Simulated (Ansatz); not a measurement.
BaS (NiAs type), relaxed with r2SCAN in the PAW code Ansatz: space group P6_3/mmc (No. 194), hexagonal; conventional cell a = 4.442 Å, c = 7.789 Å, 33.28 Å³ an atom. Ba has 6 S at 3.22 Å; S has 6 Ba at 3.22 Å. The primitive cell holds 4 atoms in 133.12 Å³. Simulation only: spin-unpolarised, and no claim that this is the phase found in nature.

Computed values: PBE gives a gap of 2.42 eV and PBE0 (25 % exact exchange) 4.07 eV; one over PBE's mean ε∞ is 0.209. HSE06 (6×6×2) gives a least gap of 3.37 eV, with the direct gap within 0.05 eV of it.

What is the density?
The cell holds 2 Ba, 2 S: M = 2×137.327 + 2×32.060 = 338.77 u in V = 133.12 Å³. ρ = 1.66054 × M/V = 1.66054 × 338.77/133.12 = 4.226 g/cm³, for the static r2SCAN lattice.

Taking the gap as linear in the share of unscreened exchange, estimate the gap of the hybrid whose share is 1/ε∞.
The slope is (4.07 − 2.42)/0.25 = 6.60 eV per unit share, so E_g ≈ 2.42 + 6.60 × 0.209 = 3.80 eV. The run with that share gives 3.79 eV (6×6×2 mesh), -0.01 eV from the straight line.

At what wavelength does absorption set in by HSE06, excitons left aside?
λ = 1239.84 eV nm/E: 368 nm for the least gap.

The runs are scalar-relativistic, without spin-orbit coupling.

The meshes of the hybrids are coarse, so their gaps aren't converged to the digits shown.
